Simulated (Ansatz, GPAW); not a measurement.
This is a calculation of CoO for Ansatz 0.2.0. 

Contents of input.yaml:

```yaml
crystal:
  lattice:
    - [0.0, 2.1315, 2.1315]
    - [2.1315, 0.0, 2.1315]
    - [2.1315, 2.1315, 0.0]
  atoms:
    - { symbol: Co, position: [0.0, 0.0, 0.0], spin: 2.0 }
    - { symbol: O, position: [0.5, 0.5, 0.5] }
kpoints:
  mp_grid: { grid: [11, 11, 11] }
scf:
  occupations: { method: gaussian, width: 0.024 }
hamiltonian:
  xc: pbe
  pseudopotentials: { kind: all_electron, lapw: { basis_error: 0.001 } }
magnetization:
  spin_polarized: true
output:
  forces: true
  stress: true
  eigenvalues: true
```

Potentials or basis: all-electron LAPW, scalar-relativistic.

Run with:

```bash
$ ansatz run input.yaml --threads 2 --pin off --max-ram 6144MiB --backend cpu --events-out ev --progress --plain --runs-dir out
```

Q: Translate it to GPAW 26.7.0 (ASE script). Potentials or basis there: GPAW PAW data sets (gpaw-data 1.2.1), cutoff 800 eV.

A: As run (cutoffs and basis follow the program's own potentials, and thresholds, step limits or extra output files can differ):

Contents of run.py:

```python
from ase.dft.bandgap import bandgap
from ase.io import read, write
from ase.units import GPa
from gpaw import GPAW, PW

atoms = read('CoO.xyz')
atoms.set_initial_magnetic_moments([2.0, 0.0])

calc = GPAW(mode=PW(800),
            xc='PBE',
            kpts={'size': (11, 11, 11), 'gamma': True},
            occupations={'name': 'methfessel-paxton', 'order': 0, 'width': 0.024},
            nbands=17,
            convergence={'density': 1e-05, 'energy': 1e-05},
            maxiter=150,
            txt='gpaw.txt')
atoms.calc = calc
energy = atoms.get_potential_energy()
forces = atoms.get_forces()
stress = atoms.get_stress()
calc.write('gs.gpw')
write('result.traj', atoms)
print(f'Energy: {energy:.6f} eV')
print('Forces (eV/A):')
print(forces.round(4))
print('Stress (GPa):', (stress / GPa).round(3))
print('Moments:', calc.get_magnetic_moments().round(3))
print('Fermi level:', round(calc.get_fermi_level(), 4), 'eV')
print(f'Gap: {bandgap(calc)[0]:.4f} eV, direct: {bandgap(calc, direct=True)[0]:.4f} eV')
```

File CoO.xyz:

```xyz
2
Lattice="0.0000000000 2.1315000000 2.1315000000 2.1315000000 0.0000000000 2.1315000000 2.1315000000 2.1315000000 0.0000000000" Properties=species:S:1:pos:R:3 pbc="T T T"
Co     0.0000000000      0.0000000000      0.0000000000
O      2.1315000000      2.1315000000      2.1315000000
```

Potentials or basis: GPAW PAW data sets (gpaw-data 1.2.1), pw.

Run with:

```sh
$ OMP_NUM_THREADS=1 python run.py
```

Both were run:

|  | Ansatz | GPAW |
| --- | --- | --- |
| Pressure | -1.7 GPa | -1.1 GPa |
| Net moment | 2.98 μB per cell | 2.98 μB per cell |

Where Ansatz's input types no cutoff or centring, it takes its own default and a Γ-centred mesh.

The magnetic state is the one that the start led to; the real crystal's order can differ.

Pressure is positive in compression.
